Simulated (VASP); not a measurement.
# Fe: kinetic-energy density

Fe, Im-3m (no. 229), 1 atom in the cell. PBE; PAW potentials Fe (PBE set).

## Input

INCAR:
```
SYSTEM = Fe
ALGO = Normal ; EDIFF = 1E-7
ENCUT = 520 ; ISIF = 2
ISMEAR = 1 ; ISPIN = 2
LASPH = .TRUE. ; LCHARG = .TRUE.
LMAXMIX = 4 ; LORBIT = 11
LREAL = .FALSE. ; LTAU = .TRUE.
LWAVE = .FALSE. ; MAGMOM = 3
NELM = 100 ; PREC = Accurate
SIGMA = 0.1
```

KPOINTS:
```
k-points
0
Gamma
  11 11 11
```

POSCAR:
```
Fe
1.0
   -1.4430000000      1.4430000000      1.4430000000
    1.4430000000     -1.4430000000      1.4430000000
    1.4430000000      1.4430000000     -1.4430000000
Fe
1
Direct
    0.0000000000      0.0000000000      0.0000000000
```

Commands:
```
cat potpaw_PBE.64/Fe/POTCAR > POTCAR
mpirun -np 1 vasp_std > vasp.out
```

## Result

- Kinetic energy of the pseudo orbitals (eV): 71.19

VASP 6.6.1 took 7.9 s on 1 core (Intel Xeon 6975P-C (Granite Rapids)), a shared host.
